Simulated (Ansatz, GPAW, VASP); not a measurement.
**Ge: 3 runs at one level of theory**

```xyz
2
Lattice="0.0000 2.8289 2.8289 2.8289 0.0000 2.8289 2.8289 2.8289 0.0000" Properties=species:S:1:pos:R:3 pbc="T T T"
Ge    4.2434    4.2434    4.2434
Ge    2.8289    2.8289    2.8289
```

Alike in all runs: task single point; functional PBE; k mesh 8 × 8 × 8; occupations gaussian, width 0.027 eV; no spin polarisation; no spin-orbit coupling. Pressure is positive in compression and, in plane waves, holds the error of the finite cutoff.

| program and potentials | plane-wave cutoff (eV) | notes | band gap (eV) | pressure (GPa) |
| --- | --- | --- | --- | --- |
| GPAW, GPAW PAW data sets (gpaw-data 1.2.1) | 600 | 4 valence electrons an atom on average | 0.09 | 3.84 |
| VASP, PBE PAW files Ge_d, 520 eV | 520 | 14 valence electrons an atom on average | 0.03 | 3.48 |
| Ansatz, all-electron LAPW, scalar-relativistic | - | - | 0.04 | 3.58 |

The band gap spans 0.03 (VASP, PBE PAW files Ge_d, 520 eV) to 0.09 eV (GPAW, GPAW PAW data sets (gpaw-data 1.2.1)), with all-electron results at 0.04. The pressure spans 3.48 (VASP, PBE PAW files Ge_d, 520 eV) to 3.84 GPa (GPAW, GPAW PAW data sets (gpaw-data 1.2.1)), with all-electron results at 3.58.

The functional is the same throughout but for its coding, so the spread measures potentials, basis and numerics; runs on potential files found faulty are left out.
